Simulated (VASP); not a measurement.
# PtSe2 (Sudovikovite): formation energy of interstitial B, part 4 of 5

How easily does interstitial B form in PtSe2 (Sudovikovite)? The host is relaxed first, then a supercell is run with and without the defect. The start is a cell from a database of measured crystal structures.

VASP 6.6.1, plane waves and PAW; the level of theory is named at each step.

So far. Step 5 (Reference Pt): The run ended after 3 ionic steps, 0.001 eV below its first step, once forces and stress met EDIFFG = -0.02. Step 5 (Reference Pt): Energy at zero smearing: -6.96724 eV.

The database entry behind the starting cell has ideal inner coordinates that were not refined, so it need not match the best structure at ambient conditions.

## 6. Reference Se

This step: PBEsol; plane waves and PAW (Se) (VASP 6.6.1).

System of this step: Se. The structure is trigonal, space group P3_121 (No. 152). The conventional cell has a = 4.505 Å, b = 4.505 Å, c = 4.979 Å, α = 90.00°, β = 90.00°, γ = 120.00°. Nearest to Se lie 2 Se at 2.38 Å.

Se is not exchanged here; its energy serves the host's formation enthalpy.

File INCAR:

```
SYSTEM = Se
PREC = Normal
ENCUT = 320
EDIFF = 1E-05
NELM = 120
ISMEAR = 0
SIGMA = 0.1
LREAL = Auto
ALGO = Fast
GGA = PS
NBANDS = 15
LORBIT = 11
LWAVE = .FALSE.
LCHARG = .FALSE.
KPAR = 4
LASPH = .TRUE.
IBRION = 2
NSW = 25
ISIF = 3
EDIFFG = -0.02
POTIM = 0.4
```

File POSCAR:

```
Se
1.0
    4.5048207049      0.0000000000      0.0000000000
   -2.2524103524      3.9012891699      0.0000000000
    0.0000000000      0.0000000000      4.9787963167
Se
3
Direct
    0.2178929800      0.0000000000      0.3333333300
    0.0000000000      0.2178929800      0.6666666700
    0.7821070200      0.7821070200      0.0000000000
```

File KPOINTS:

```
Automatic mesh
0
Gamma
7 7 6
0 0 0
```

PAW data sets: Se (PBE family, release 64).

Started as:

```bash
$ mpirun -np 4 vasp_std
```

The program printed:

```text
[banner, memory and clock lines left out]
running    4 mpi-ranks, on    1 nodes
 distrk:  each k-point on    1 cores,    4 groups
 distr:  one band on    1 cores,    1 groups

 POSCAR found type information on POSCAR Se
 POSCAR found :  1 types and       3 ions
 [... a notice as in an earlier step ...]

 [... a notice as in an earlier step ...]

 LDA part: xc-table for (Slater+PW92), standard interpolation
 POSCAR, INCAR and KPOINTS ok, starting setup
 FFT: planning ... GRIDC
 FFT: planning ... GRID_SOFT
 FFT: planning ... GRID
 WAVECAR not read
 entering main loop
       N       E                     dE             d eps       ncg     rms          rms(c)
DAV:   1     0.628544481565E+02    0.62854E+02   -0.54119E+03  1200   0.667E+02
DAV:   2    -0.757833149406E+01   -0.70433E+02   -0.67229E+02  1578   0.139E+02
DAV:   3    -0.115181133454E+02   -0.39398E+01   -0.39269E+01  1410   0.377E+01
DAV:   4    -0.115446795523E+02   -0.26566E-01   -0.26555E-01  1641   0.368E+00
DAV:   5    -0.115448917610E+02   -0.21221E-03   -0.21220E-03  1424   0.312E-01    0.681E+00
RMM:   6    -0.114675267031E+02    0.77365E-01   -0.35014E-02  1200   0.110E+00    0.410E+00
RMM:   7    -0.114370044446E+02    0.30522E-01   -0.73964E-02  1216   0.174E+00    0.198E-01
RMM:   8    -0.114363788300E+02    0.62561E-03   -0.63530E-03  1200   0.556E-01    0.436E-02
RMM:   9    -0.114364424635E+02   -0.63633E-04   -0.52820E-04  1200   0.174E-01    0.345E-02
RMM:  10    -0.114364586217E+02   -0.16158E-04   -0.87274E-05  1189   0.684E-02    0.168E-02
RMM:  11    -0.114364592224E+02   -0.60063E-06   -0.24132E-05   913   0.325E-02
   1 F= -.11436459E+02 E0= -.11436459E+02  d E =-.114365E+02
 curvature:   0.00 expect dE= 0.000E+00 dE for cont linesearch  0.000E+00
 trial: gam= 0.00000 g(F)=  0.437E-02 g(S)=  0.702E-02 ort = 0.000E+00 (trialstep = 0.100E+01)
 search vector abs. value=  0.114E-01
 bond charge predicted
       N       E                     dE             d eps       ncg     rms          rms(c)
DAV:   1    -0.114619472472E+02   -0.25489E-01   -0.52649E-01  1256   0.390E+00    0.516E-01
RMM:   2    -0.114510007302E+02    0.10947E-01   -0.19488E-02  1200   0.810E-01    0.271E-01
RMM:   3    -0.114474352743E+02    0.35655E-02   -0.13357E-02  1200   0.596E-01    0.855E-02
RMM:   4    -0.114475277682E+02   -0.92494E-04   -0.85450E-04  1200   0.199E-01    0.568E-02
RMM:   5    -0.114475481554E+02   -0.20387E-04   -0.14813E-04  1201   0.763E-02    0.260E-02
RMM:   6    -0.114475514750E+02   -0.33196E-05   -0.19809E-05   909   0.304E-02
   2 F= -.11447551E+02 E0= -.11447551E+02  d E =-.110923E-01
[... from here on, the cycles between the ionic steps are left out ...]
   3 F= -.11476031E+02 E0= -.11476031E+02  d E =-.395720E-01
   4 F= -.11494101E+02 E0= -.11494101E+02  d E =-.576414E-01
   5 F= -.11496351E+02 E0= -.11496351E+02  d E =-.225044E-02
   6 F= -.11502443E+02 E0= -.11502443E+02  d E =-.834194E-02
   7 F= -.11512070E+02 E0= -.11512070E+02  d E =-.179692E-01
   8 F= -.11520606E+02 E0= -.11520606E+02  d E =-.265057E-01
   9 F= -.11530615E+02 E0= -.11530615E+02  d E =-.100085E-01
  10 F= -.11548384E+02 E0= -.11548384E+02  d E =-.277773E-01
  11 F= -.11532972E+02 E0= -.11532972E+02  d E =-.123657E-01
  12 F= -.11550838E+02 E0= -.11550838E+02  d E =-.302313E-01
  13 F= -.11550856E+02 E0= -.11550856E+02  d E =-.302497E-01
  14 F= -.11551735E+02 E0= -.11551735E+02  d E =-.879025E-03
  15 F= -.11554086E+02 E0= -.11554086E+02  d E =-.322984E-02
  16 F= -.11557423E+02 E0= -.11557423E+02  d E =-.656643E-02
  17 F= -.11558010E+02 E0= -.11558010E+02  d E =-.715375E-02
  18 F= -.11558756E+02 E0= -.11558756E+02  d E =-.789945E-02
  19 F= -.11559204E+02 E0= -.11559204E+02  d E =-.448076E-03
  20 F= -.11560175E+02 E0= -.11560175E+02  d E =-.141906E-02
  21 F= -.11559834E+02 E0= -.11559834E+02  d E =-.107803E-02
  22 F= -.11560429E+02 E0= -.11560429E+02  d E =-.167388E-02
  23 F= -.11560663E+02 E0= -.11560663E+02  d E =-.233238E-03
 ZBRENT: can't locate minimum, use default step
 trial-energy change:   -0.000233  1 .order   -0.000236   -0.000260   -0.000213
 step:   0.7444(harm=  1.0308)  dis= 0.00555  next Energy=   -11.561149 (dE=-0.719E-03)
 bond charge predicted
       N       E                     dE             d eps       ncg     rms          rms(c)
DAV:   1    -0.115609851859E+02   -0.31625E-03   -0.66586E-02  1200   0.144E+00    0.146E-01
RMM:   2    -0.115610672750E+02   -0.82089E-04   -0.31012E-03  1200   0.350E-01    0.454E-02
RMM:   3    -0.115610149757E+02    0.52299E-04   -0.31375E-04  1200   0.123E-01    0.212E-02
RMM:   4    -0.115610080756E+02    0.69002E-05   -0.78289E-05  1200   0.534E-02
  24 F= -.11561008E+02 E0= -.11561008E+02  d E =-.578675E-03
 curvature:  -1.98 expect dE=-0.152E-03 dE for cont linesearch -0.854E-05
 trial: gam=-0.16739 g(F)=  0.166E-04 g(S)=  0.605E-04 ort = 0.162E-03 (trialstep = 0.298E+00)
 search vector abs. value=  0.192E-03
 reached required accuracy - stopping structural energy minimisation
```

The job ended after 38 s (4 MPI ranks of Intel Xeon Platinum 8488C (Sapphire Rapids), shared host; peak memory 0.62 GiB).

Parts of OUTCAR (step 6):

```text
   k-points           NKPTS =     40   k-points in BZ     NKDIM =     40   number of bands    NBANDS=     15

   ENCUT  =  320.0 eV  23.52 Ry    4.85 a.u.   6.57  6.57  7.26*2*pi/ulx,y,z

   NELECT =      18.0000    total number of electrons

 E-fermi :   4.1917

 k-point     1 :       0.0000    0.0000    0.0000
  band No.  band energies     occupation
    ...
      5       0.3519      2.00000
      6       0.3519      2.00000
      7       1.8852      2.00000
      8       1.8852      2.00000
      9       3.2224      2.00000
     10       5.2019      0.00000
     11       5.2019      0.00000
     12       5.8249      0.00000
     13      10.0372      0.00000
     14      10.0372      0.00000
    ...

  Total        0.0410692      0.0410692      0.0364861      0.0000000      0.0000000      0.0000000
  in kB        0.9129145      0.9129145      0.8110385      0.0000000      0.0000000      0.0000000
  external PRESSURE =       0.8789558 kB  Pullay stress =       0.0000000 kB

 POSITION                                       TOTAL-FORCE (eV/Angst)
 -----------------------------------------------------------------------------------
      1.00578     -0.00000      1.71083         0.011966     -0.000000      0.000000
      3.52399      0.87103      3.42166        -0.005983      0.010363     -0.000000
      1.51055      2.61635     -0.00000        -0.005983     -0.010363      0.000000
 -----------------------------------------------------------------------------------
    total drift:                                0.000002     -0.000005      0.000000

  FREE ENERGIE OF THE ION-ELECTRON SYSTEM (eV)
  ---------------------------------------------------
  free  energy   TOTEN  =       -11.5610080756 eV

  energy  without entropy=      -11.5610080756  energy(sigma->0) =      -11.56100808

[... 1 part as in an earlier step ...]

[... 15 further parts left out ...]
```

CONTCAR:

```
Se
   1.00000000000000
     4.0268832231801115   -0.0000000000058238    0.0000000000000000
    -2.0134416115504035    3.4873831693242776   -0.0000000000000001
     0.0000000000000000   -0.0000000000000000    5.1324898044207519
  Se
     3
Direct
     0.2497659723564236    0.0000000000000145    0.3333333300000021
     0.9999999999999976    0.2497659723563901    0.6666666699999979
     0.7502340276435786    0.7502340276435955    0.0000000000000000
```

After so large a change of volume the plane waves of the start cell no longer fit, so the final stress carries a basis-set error. The run keeps the 6 symmetry operations of its start, so it cannot find a distortion of lower symmetry.

The steps of the relaxation (22 of 24):

| step | energy less that of the first step (eV) | largest force (eV/Å) | pressure (GPa) | volume (Å³) |
| --- | --- | --- | --- | --- |
| 1 | 0.0000 | 0.1943 | -0.71 | 87.50 |
| 2 | -0.0111 | 0.2212 | -0.54 | 86.20 |
| 3 | -0.0396 | 0.3187 | 0.24 | 82.38 |
| 4 | -0.0576 | 0.5536 | 2.78 | 75.04 |
| 5 | -0.0599 | 0.5428 | 2.74 | 74.85 |
| 6 | -0.0660 | 0.4961 | 2.72 | 74.28 |
| 8 | -0.0841 | 0.2972 | 2.98 | 70.91 |
| 9 | -0.0942 | 0.2261 | 2.36 | 71.42 |
| 10 | -0.1119 | 0.0381 | 0.76 | 72.98 |
| 11 | -0.0965 | 0.3006 | -2.25 | 76.17 |
| 12 | -0.1144 | 0.0690 | -0.22 | 73.90 |
| 13 | -0.1144 | 0.0607 | -0.14 | 73.83 |
| 14 | -0.1153 | 0.0574 | -0.15 | 73.81 |
| 15 | -0.1176 | 0.0394 | -0.15 | 73.76 |
| 16 | -0.1210 | 0.0023 | -0.15 | 73.65 |
| 17 | -0.1216 | 0.0868 | -0.15 | 73.41 |
| 19 | -0.1227 | 0.0522 | -0.10 | 73.32 |
| 20 | -0.1237 | 0.0596 | 0.11 | 72.72 |
| 21 | -0.1234 | 0.0669 | 0.60 | 71.53 |
| 22 | -0.1240 | 0.0641 | 0.34 | 72.20 |
| 23 | -0.1242 | 0.0496 | 0.23 | 72.17 |
| 24 | -0.1245 | 0.0120 | 0.09 | 72.08 |

| conventional cell, symmetrised | before | after | change |
| --- | --- | --- | --- |
| a (Å) | 4.505 | 4.027 | -10.6 % |
| b (Å) | 4.505 | 4.027 | -10.6 % |
| c (Å) | 4.979 | 5.132 | +3.1 % |
| volume (Å³/atom) | 29.17 | 24.03 | -17.6 % |

The atoms that moved most (Å, as changes of fractional coordinates times the final cell):

| atom | dx | dy | dz | length |
| --- | --- | --- | --- | --- |
| Se2 | -0.064 | 0.111 | 0.000 | 0.128 |
| Se3 | -0.064 | -0.111 | 0.000 | 0.128 |
| Se1 | 0.128 | 0.000 | 0.000 | 0.128 |

The relaxed structure:

```xyz
3
Lattice="4.0269 0.0000 0.0000 -2.0134 3.4874 0.0000 0.0000 0.0000 5.1325" Properties=species:S:1:pos:R:3 pbc="T T T"
Se    1.0058    0.0000    1.7108
Se   -0.5029    0.8710    3.4217
Se    1.5106    2.6164    0.0000
```

This step gave:

| Quantity | Value |
| --- | --- |
| electronic cycles | 136 |
| electrons | 18 |
| free energy (TOTEN) | -11.56 eV |
| Fermi energy | 4.192 eV |
| labelled metallic, from the levels on this mesh | no |
| gap on the k-mesh | 0.8971 eV |
| least direct gap on the k-mesh | 1.105 eV |

The run ended after 24 ionic steps, 0.125 eV below its first step, once forces and stress met EDIFFG = -0.02.

Energy at zero smearing: -11.56101 eV.

## 7. The defect cell

This step: PBEsol; plane waves and PAW (Pt, Se, B) (VASP 6.6.1).

System of this step: Sudovikovite. The cell holds 37 atoms: 12 Pt, 24 Se and 1 B. Cell: a = 8.122 Å, b = 8.122 Å, c = 18.437 Å, α = 118.3°, β = 118.3°, γ = 106.4°. It derives from PtSe2 (Sudovikovite). Nearest the centre at fractional (0.250, 0.250, 0.000): B37 at 0.00 Å, Pt1 at 2.43 Å, Pt2 at 2.43 Å, Se24 at 2.46 Å, Se35 at 2.46 Å, Se13 at 2.46 Å, Se34 at 2.46 Å, Se22 at 2.46 Å.

The host is treated as a metal, since its gap is under 0.3 eV or closed. The run keeps 4 symmetry operations, which cuts the number of k-points but bars distortions that break them. The atoms relax at the host's fixed cell.

File INCAR:

```
SYSTEM = BPt12Se24
PREC = Normal
ENCUT = 320
EDIFF = 1E-05
NELM = 120
ISMEAR = 1
SIGMA = 0.2
LREAL = Auto
ALGO = Fast
GGA = PS
NBANDS = 160
LASPH = .TRUE.
LORBIT = 11
LWAVE = .FALSE.
LCHARG = .TRUE.
KPAR = 4
IBRION = 2
NSW = 50
ISIF = 2
EDIFFG = -0.03
POTIM = 0.4
MAXMIX = 40
ISYM = 2
```

File POSCAR:

```
BPt12Se24
1.0
   -5.6319574554      3.2516121530      4.8653305773
    5.6319574554     -3.2516121530      4.8653305773
    5.6319574554      9.7548364590    -14.5959917319
Pt Se B
12 24 1
Direct
    0.0000000000      0.0000000000      0.0000000000
    0.5000000000      0.5000000000      0.0000000000
    0.5000000000      0.0000000000      0.1666666700
    0.0000000000      0.5000000000      0.1666666700
    0.0000000000      0.0000000000      0.3333333300
    0.5000000000      0.5000000000      0.3333333300
    0.5000000000      0.0000000000      0.5000000000
    0.0000000000      0.5000000000      0.5000000000
    0.0000000000      0.0000000000      0.6666666700
    0.5000000000      0.5000000000      0.6666666700
    0.5000000000      0.0000000000      0.8333333300
    0.0000000000      0.5000000000      0.8333333300
    0.5357608900      0.7024275600      0.1666666700
    0.0357608900      0.2024275600      0.1666666700
    0.0357608900      0.7024275600      0.3333333300
    0.5357608900      0.2024275600      0.3333333300
    0.5357608900      0.7024275600      0.5000000000
    0.0357608900      0.2024275600      0.5000000000
    0.0357608900      0.7024275600      0.6666666700
    0.5357608900      0.2024275600      0.6666666700
    0.5357608900      0.7024275600      0.8333333300
    0.0357608900      0.2024275600      0.8333333300
    0.0357608900      0.7024275600      0.0000000000
    0.5357608900      0.2024275600      0.0000000000
    0.4642391100      0.2975724400      0.1666666700
    0.9642391100      0.7975724400      0.1666666700
    0.9642391100      0.2975724400      0.3333333300
    0.4642391100      0.7975724400      0.3333333300
    0.4642391100      0.2975724400      0.5000000000
    0.9642391100      0.7975724400      0.5000000000
    0.9642391100      0.2975724400      0.6666666700
    0.4642391100      0.7975724400      0.6666666700
    0.4642391100      0.2975724400      0.8333333300
    0.9642391100      0.7975724400      0.8333333300
    0.9642391100      0.2975724400      0.0000000000
    0.4642391100      0.7975724400      0.0000000000
    0.2500000000      0.2500000000      0.0000000000
```

File KPOINTS:

```
Automatic mesh
0
Gamma
4 4 4
0 0 0
```

PAW data sets: Pt, Se and B (PBE family, release 64).

Started as:

```bash
$ mpirun -np 4 vasp_std
```

The program printed:

```text
[banner, memory and clock lines left out]
running    4 mpi-ranks, on    1 nodes
[...]
[... a notice as in an earlier step ...]

 LDA part: xc-table for (Slater+PW92), standard interpolation
 POSCAR, INCAR and KPOINTS ok, starting setup
[...]
entering main loop
       N       E                     dE             d eps       ncg     rms          rms(c)
DAV:   1     0.120522955372E+04    0.12052E+04   -0.91358E+04  7688   0.101E+03
DAV:   2    -0.104796529873E+03   -0.13100E+04   -0.12580E+04  9064   0.232E+02
DAV:   3    -0.200556959407E+03   -0.95760E+02   -0.92122E+02  8736   0.600E+01
DAV:   4    -0.203436891729E+03   -0.28799E+01   -0.28337E+01  9200   0.103E+01
[...]
RMM:  13    -0.193951864968E+03    0.15600E-04   -0.89360E-04  8030   0.579E-02    0.344E-02
RMM:  14    -0.193951885032E+03   -0.20065E-04   -0.30918E-04  8511   0.255E-02    0.199E-02
RMM:  15    -0.193951881651E+03    0.33809E-05   -0.39540E-05  5663   0.123E-02
   1 F= -.19395188E+03 E0= -.19395001E+03  d E =-.193952E+03
[... from here on, the cycles between the ionic steps are left out ...]
   2 F= -.19401105E+03 E0= -.19400873E+03  d E =-.591666E-01
   3 F= -.19403755E+03 E0= -.19403482E+03  d E =-.856686E-01
   4 F= -.19406013E+03 E0= -.19405707E+03  d E =-.225754E-01
   5 F= -.19407565E+03 E0= -.19407213E+03  d E =-.381011E-01
   6 F= -.19409815E+03 E0= -.19409443E+03  d E =-.224999E-01
   7 F= -.19413204E+03 E0= -.19412828E+03  d E =-.563837E-01
   8 F= -.19411427E+03 E0= -.19411215E+03  d E =-.386180E-01
   9 F= -.19413958E+03 E0= -.19413616E+03  d E =-.639329E-01
  10 F= -.19415336E+03 E0= -.19415018E+03  d E =-.137794E-01
  11 F= -.19417540E+03 E0= -.19417293E+03  d E =-.358140E-01
  12 F= -.19417216E+03 E0= -.19417102E+03  d E =-.325731E-01
  13 F= -.19418220E+03 E0= -.19418035E+03  d E =-.426123E-01
  14 F= -.19419609E+03 E0= -.19419460E+03  d E =-.138927E-01
  15 F= -.19422956E+03 E0= -.19422912E+03  d E =-.473625E-01
  16 F= -.19425192E+03 E0= -.19425248E+03  d E =-.697257E-01
  17 F= -.19426302E+03 E0= -.19426359E+03  d E =-.111002E-01
  18 F= -.19427083E+03 E0= -.19427137E+03  d E =-.189045E-01
  19 F= -.19427343E+03 E0= -.19427393E+03  d E =-.215120E-01
  20 F= -.19427450E+03 E0= -.19427501E+03  d E =-.225746E-01
  21 F= -.19428574E+03 E0= -.19428622E+03  d E =-.112402E-01
[...]
hard stop encountered!  aborting job ...
[...]
|     The electronic self-consistency was not achieved in the given           |
[...]
soft stop encountered!  aborting job ...
  22 F= -.19429627E+03 E0= -.19429675E+03  d E =0.141758E-02
 deleting file STOPCAR
```

Wall time 51 min (4 MPI ranks); peak memory 3.8 GiB.

The steps of the relaxation:

| step | energy less that of the first step (eV) | largest force (eV/Å) |
| --- | --- | --- |
| 1 | 0.0000 | 0.4806 |
| 2 | -0.0592 | 0.2972 |
| 3 | -0.0857 | 0.3473 |
| 4 | -0.1082 | 0.2452 |
| 5 | -0.1238 | 0.2115 |
| 6 | -0.1463 | 0.1858 |
| 7 | -0.1802 | 0.1739 |
| 8 | -0.1624 | 0.6082 |
| 9 | -0.1877 | 0.3127 |
| 10 | -0.2015 | 0.2488 |
| 11 | -0.2235 | 0.1396 |
| 12 | -0.2203 | 0.2147 |
| 13 | -0.2303 | 0.1553 |
| 14 | -0.2442 | 0.1582 |
| 15 | -0.2777 | 0.1922 |
| 16 | -0.3000 | 0.3397 |
| 17 | -0.3111 | 0.2626 |
| 18 | -0.3189 | 0.1894 |
| 19 | -0.3216 | 0.1989 |
| 20 | -0.3226 | 0.1791 |
| 21 | -0.3339 | 0.1649 |

The atoms that moved most (Å):

| atom | dx | dy | dz | length |
| --- | --- | --- | --- | --- |
| Pt2 | -0.023 | 0.014 | -0.334 | 0.335 |
| Pt1 | 0.023 | -0.014 | 0.334 | 0.335 |
| Se24 | -0.209 | 0.120 | -0.159 | 0.289 |
| Se35 | 0.209 | -0.120 | 0.159 | 0.289 |
| Se22 | 0.009 | -0.137 | -0.173 | 0.221 |
| Se13 | 0.123 | 0.061 | -0.173 | 0.221 |
| Se25 | -0.009 | 0.137 | 0.173 | 0.221 |
| Se34 | -0.123 | -0.061 | 0.173 | 0.221 |

Final coordinates:

```cif
data_structure
_symmetry_space_group_name_H-M 'P 1'
_symmetry_Int_Tables_number 1
_cell_length_a 8.1218
_cell_length_b 8.1218
_cell_length_c 18.4369
_cell_angle_alpha 118.311
_cell_angle_beta 118.311
_cell_angle_gamma 106.397
_cell_volume 712.79
loop_
_atom_site_label
_atom_site_type_symbol
_atom_site_fract_x
_atom_site_fract_y
_atom_site_fract_z
_atom_site_occupancy
Pt1 Pt 0.03222 0.03639 0.00000 1
Pt2 Pt 0.46778 0.46361 0.00000 1
Pt3 Pt 0.49537 0.99537 0.16358 1
Pt4 Pt 0.00592 0.50592 0.17061 1
Pt5 Pt 0.99603 0.99251 0.33377 1
Pt6 Pt 0.50527 0.50880 0.33377 1
Pt7 Pt 0.50931 0.00931 0.50620 1
Pt8 Pt 0.99069 0.49069 0.49380 1
Pt9 Pt 0.99473 0.99120 0.66623 1
Pt10 Pt 0.50397 0.50749 0.66623 1
Pt11 Pt 0.49408 0.99408 0.82939 1
Pt12 Pt 0.00463 0.50463 0.83642 1
Se13 Se 0.52731 0.70571 0.17679 1
Se14 Se 0.04587 0.20834 0.16383 1
Se15 Se 0.04448 0.70514 0.33903 1
Se16 Se 0.52390 0.19832 0.32663 1
Se17 Se 0.53450 0.70144 0.49904 1
Se18 Se 0.03738 0.20432 0.50096 1
Se19 Se 0.02740 0.68806 0.66097 1
Se20 Se 0.54402 0.21845 0.67337 1
Se21 Se 0.55439 0.71686 0.83617 1
Se22 Se 0.99694 0.17534 0.82321 1
Se23 Se 0.03443 0.71835 0.00000 1
Se24 Se 0.53795 0.16757 0.00000 1
Se25 Se 0.50306 0.32466 0.17679 1
Se26 Se 0.94561 0.78314 0.16383 1
Se27 Se 0.95598 0.28155 0.32663 1
Se28 Se 0.47260 0.81194 0.33903 1
Se29 Se 0.46262 0.29568 0.49904 1
Se30 Se 0.96550 0.79856 0.50096 1
Se31 Se 0.97610 0.30168 0.67337 1
Se32 Se 0.45552 0.79486 0.66097 1
Se33 Se 0.45413 0.29166 0.83617 1
Se34 Se 0.97269 0.79429 0.82321 1
Se35 Se 0.96205 0.33243 0.00000 1
Se36 Se 0.46557 0.78165 0.00000 1
B37 B 0.25000 0.25000 0.00000 1
```

The stop cut the electronic loop of the last step short, so that step is set aside; the step before it may be unsound too where the loop had begun to diverge.

The run met its time limit with a largest force of 0.16 eV/Å at its last finished step, so it is continued.

[end of part 4 of 5]

[Lines on the potential files, build, host, timing and source positions are cut from VASP's logs without a mark.]

[Logs are printed without paths, hosts, clocks, repeated set-up lines and the standing remarks that a program may print on its own settings, such as how far it seeks lower states.]

[Hosts, paths, dates, database ids (printed as entryN), source tags and the programs' standing remarks are cut or masked in the printed files.]

[In band tables of VASP the shares of atoms and orbitals are scaled to a sum of 1 inside the atoms' spheres.]

[Runs that stopped without an error message from VASP are left out.]
